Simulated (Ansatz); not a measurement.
Runs of Ansatz 0.2.0 on I. The structure is orthorhombic, space group Fmmm (No. 69). The conventional cell has a = 4.384 Å, b = 4.731 Å, c = 7.820 Å, α = 90.00°, β = 90.00°, γ = 90.00°. I (site symmetry mmm) has 4 I at 3.23 Å as nearest neighbours. 

```tsv
task	level	cell	k mesh	cutoff (eV)	smearing	gap on the mesh (eV)	pressure (GPa)	relaxed volume (Å³/atom)
elastic constants	RPBE+D3(BJ)	as given	7 × 7 × 7	176	gaussian 0.1 eV	none	-5.4	-
relaxation of cell and atoms	revPBE+D3(BJ)	relaxed	9 × 9 × 9	-	fermi-dirac 0.05 eV	-	0.0	(a)
elastic constants	PBEsol	as given	7 × 7 × 7	177	fermi-dirac 0.05 eV	none	-1.3	-
relaxation of cell and atoms	RPBE+D4	relaxed	9 × 9 × 9	-	fermi-dirac 0.05 eV	-	0.0	35.22
```

Alike in all rows: potentials or basis all-electron LAPW, scalar-relativistic; no spin polarisation; basis error allowed 0.001 eV/atom.

Question: Fill in the values left out.

Answer: (a) 36.08.

Caveats: the k mesh is thin for a metal, which can move the energy by tens of meV per atom (some runs); a metal's response needs a denser mesh (some runs); an odd number of electrons without spin polarisation forces a metal (some runs); a magnetic or distorted state may lie lower (some runs); the cell is more than 3 GPa from zero pressure, which shifts response properties (some runs); the elastic tensor has a negative eigenvalue, so either the cell is unstable as it stands or the mesh is too thin (some runs); pairwise dispersion overbinds metals, which lowers pressure and volume (some runs).

A k mesh can miss the band edges, and the runs leave out spin-orbit coupling on I.

A gap of «none» marks a metal or a gap under the smearing width.

Runs at the PBE level aren't shown here.
